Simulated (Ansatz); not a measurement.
Two isomers of C5H8O2: A = `C=C(C)C(=O)OC`, B = `CC1(C)COC1=O`.

Isolated molecules relaxed with PBE0-D4/def2-TZVP in Ansatz; ΔE leaves out vibrations. CBS: MP2 limit from def2 TZ/QZ plus the TZ coupled-cluster correction, frozen cores. Functionals use def2-TZVPP. B3LYP here is the variant with VWN-RPA as its local correlation; programs differ in this. One conformer a species, not always the lowest.

A:

Z-matrix (Å, degrees):
```
C
C 1 1.494
H 1 1.093 2 111.1
H 1 1.090 2 110.5 3 -120.8
H 1 1.093 2 111.1 3 118.5
C 2 1.491 1 119.0 3 -59.1
C 2 1.330 1 124.0 3 120.9
O 6 1.204 2 125.6 1 -179.7
O 6 1.341 2 111.4 1 0.3
H 7 1.084 2 121.3 1 -0.0
H 7 1.083 2 120.2 1 180.0
C 9 1.422 6 115.1 2 180.0
H 12 1.091 9 110.6 6 60.2
H 12 1.091 9 110.6 6 -60.2
H 12 1.088 9 105.9 6 -180.0
```

B:

```xyz
15

C     0.720    1.307   -0.312
C    -0.005    0.003   -0.038
C     0.768   -1.205   -0.529
C    -0.644   -0.130    1.353
O    -1.974   -0.105    0.765
C    -1.462    0.014   -0.492
O    -2.057    0.091   -1.514
H     0.878    1.432   -1.385
H     0.151    2.167    0.048
H     1.696    1.310    0.179
H     0.234   -2.136   -0.325
H     0.927   -1.138   -1.607
H     1.746   -1.255   -0.043
H    -0.471   -1.073    1.872
H    -0.506    0.717    2.027
```

**Question.** Which isomer does CCSD(T)/CBS put lower? Give the gap. (An estimate is asked.)

**Answer.** Ansatz gave: B, by 12.0 kJ/mol.

**Question.** Give E(B) − E(A) in kJ/mol with B3LYP, MP2/def2-TZVPP, PBE-D4, r2SCAN-D4, PBE0-D4, CCSD/def2-TZVPP, ωB97M-V. (Estimate.)

**Answer.** Ansatz gave: B3LYP 5.5, MP2/def2-TZVPP -22.6, PBE-D4 -18.5, r2SCAN-D4 -11.3, PBE0-D4 -23.2, CCSD/def2-TZVPP -14.0, ωB97M-V -15.4. The order is the other way round with B3LYP.

Largest T1 diagnostic: 0.014.

The D4 term adds −4.2 kJ/mol with B3LYP and −2.2 kJ/mol with PBE0; it sums over pairs of atoms, weighted by their polarisabilities, and B3LYP, whose exchange is more repulsive, gets the larger term. In def2-TZVPP, CCSD(T) changes the Hartree–Fock value by −24.0 kJ/mol (the triples alone add −0.4 kJ/mol) and MP2 by −32.2 kJ/mol.
